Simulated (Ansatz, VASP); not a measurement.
One calculation of Pd, two programs

File INCAR:

```
PREC = Accurate ; ENCUT = 520
EDIFF = 1E-6 ; ISMEAR = -1
SIGMA = 0.05 ; LREAL = F
LASPH = T ; NELM = 60
ALGO = Normal ; ISIF = 2
LWAVE = F ; LCHARG = F
GGA = PS ; NBANDS = 17
```

The input KPOINTS:

```
Automatic mesh
0
Gamma
  12 12 12
```

The input POSCAR:

```
Pd
1.0
    0.0000000000      2.0945211676      2.0945211676
    2.0945211676      0.0000000000      2.0945211676
    2.0945211676      2.0945211676      0.0000000000
Pd
2
Direct
   -0.1250000000     -0.1250000000     -0.1250000000
    0.1250000000      0.1250000000      0.1250000000
```

Input for Ansatz:

```yaml
crystal:
  lattice:
    - [0.0, 2.0945211676, 2.0945211676]
    - [2.0945211676, 0.0, 2.0945211676]
    - [2.0945211676, 2.0945211676, 0.0]
  atoms:
    - { symbol: Pd, position: [-0.125, -0.125, -0.125] }
    - { symbol: Pd, position: [0.125, 0.125, 0.125] }
kpoints:
  mp_grid: { grid: [12, 12, 12] }
  band_path:
    path:
      - [0.0, 0.0, 0.0]
      - [0.5, 0.0, 0.5]
      - [0.625, 0.25, 0.625]
      - [0.375, 0.375, 0.75]
      - [0.0, 0.0, 0.0]
      - [0.5, 0.5, 0.5]
      - [0.5, 0.25, 0.75]
      - [0.5, 0.0, 0.5]
    npoints: 8
scf:
  occupations: { method: fermi_dirac, width: 0.05 }
hamiltonian:
  xc: pbesol
  pseudopotentials: { kind: all_electron, lapw: { basis_error: 0.001 } }
output:
  forces: true
  stress: true
  eigenvalues: true
  populations: true
  dos: { projected: true, de: 0.2, e_range: [-14, 8] }
```

Change from the starting cell: volume scaled by 0.4, LAPW.

Alike in both runs: task single point; functional PBEsol; k mesh 12 × 12 × 12; occupations fermi-dirac, width 0.05 eV; no spin polarisation.

|  | VASP | Ansatz |
| --- | --- | --- |
| version | VASP 6.6.1 | Ansatz 0.2.0 |
| potentials or method | VASP PAW PBE potentials, release 64 (Pd) | all-electron LAPW, scalar-relativistic |
| plane-wave cutoff (eV) | 520 | see its input |

|  | VASP | Ansatz | Ansatz less VASP |
| --- | --- | --- | --- |
| pressure (GPa) | 580.7 | 767.1 | +186.44 |

One of these differences is far larger than is usual between the two programs; its cause wasn't traced. Ansatz ran all-electron here, so the differences hold the error of VASP's frozen core and of both bases.

Caveats: the cell as given lies far from equilibrium; so large a pressure means that the cell lies far from this level's equilibrium, or that cutoff or potentials fall short (VASP); the potentials were made for another functional, which shifts forces and pressure (VASP).
